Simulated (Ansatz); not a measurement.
# Bi under changes of volume

One of the cells (35.070 Å³/atom); the others are scaled copies at fixed shape and fractional positions:

```
Bi
1.0
     2.26750    1.30914    3.93800
    -2.26750    1.30914    3.93800
     0.00000   -2.61828    3.93800
Bi
2
Direct
  0.76600 0.76600 0.76600
  0.23400 0.23400 0.23400
```

* Program: Ansatz 0.2.0
* Functional: PBE0
* Potentials or basis: Ansatz PAW
* Cutoff: 420 eV (not typed: the program's choice for these potentials)
* k mesh: 4 × 4 × 4
* Occupations: fermi-dirac, width 0.05 eV
* Spin: no spin polarisation

```csv
volume (Å³/atom),energy over the lowest point (meV/atom),pressure (GPa),gap on the mesh (eV),largest force (eV/Å)
32.965,26.29,3.9,0.66,0.038
33.667,12.09,2.6,0.68,0.142
34.368,?,?,?,?
35.070,0.00,0.3,0.71,0.330
35.771,0.99,-0.7,0.72,0.414
36.472,6.01,-1.6,0.74,0.493
37.174,14.61,-2.4,0.75,0.567
```

Question: What does the run at 34.368 Å³/atom give?

Answer: Energy over the lowest point 3.54 meV/atom; pressure 1.4 GPa; gap on the mesh 0.69 eV; largest force 0.239 eV/Å.

Worked out: A Birch-Murnaghan fit of order 3 (a polynomial in V^(-2/3)) to the other rows has its minimum at 35.26 Å³/atom with B0 = V·E''(V) = 50 GPa and B' = 4.6 at fixed shape and positions, which overstates the stiffness. It gives 3.53 meV/atom at 34.368 Å³/atom, against the run's 3.54, and -dE/dV = 1.4 GPa, against 1.4. A straight line through the other rows of the gap, of slope 0.744 eV per unit of ln V (its deformation potential), gives 0.69 eV, against the run's 0.69.

Energies are extrapolated to zero smearing.

Caveats: some runs use coarse meshes; spin-orbit coupling is left out, which as a rule narrows the gap of such compounds by several tenths of an eV; the PAW data sets come from PBE, with cores solved anew for the run's functional, which leaves a small shift of forces and pressure; the thresholds are loose for stress.

A mesh can miss the band edges.
